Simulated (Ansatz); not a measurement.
(100) slab cut from the bulk of AlP, F-43m (No. 216); the slab's formula is Al5P4:

```xyz
9
Lattice="3.8681 0.0000 0.0000 0.0000 3.8681 0.0000 0.0000 0.0000 25.9407" Properties=species:S:1:pos:R:3 pbc="T T T"
Al    1.9341    1.9341    7.5000
P     1.9341    0.0000    8.8676
Al    0.0000    0.0000   10.2352
P     0.0000    1.9341   11.6028
Al    1.9341    1.9341   12.9703
P     1.9341    0.0000   14.3379
Al    0.0000    0.0000   15.7055
P     0.0000    1.9341   17.0731
Al    1.9341    1.9341   18.4407
```

Level of theory: DFT PBEsol, scalar-relativistic, plane waves, PAW in Ansatz 0.2.0. Cutoff 420 eV; k points 7×7×1 on the computed 9-atom cell (Γ-centred); Gaussian smearing, width 0.05 eV; no spin polarisation. The cell repeats along c with a dipole correction in the vacuum.

Problem. What forces act on the atoms?

Solution.
| atom | Fx (eV/Å) | Fy (eV/Å) | Fz (eV/Å) |
| --- | --- | --- | --- |
| Al1 | 0.000 | 0.000 | -0.275 |
| P2 | 0.000 | 0.000 | 0.186 |
| Al3 | 0.000 | 0.000 | 0.118 |
| P4 | 0.000 | 0.000 | -0.031 |
| Al5 | 0.000 | 0.000 | 0.000 |
| P6 | 0.000 | 0.000 | 0.031 |
| Al7 | 0.000 | 0.000 | -0.118 |
| P8 | 0.000 | 0.000 | -0.186 |
| Al9 | 0.000 | 0.000 | 0.275 |

Cost: 1 run of about 0.45 core-minutes, on Arm Neoverse V2 (shared hosts).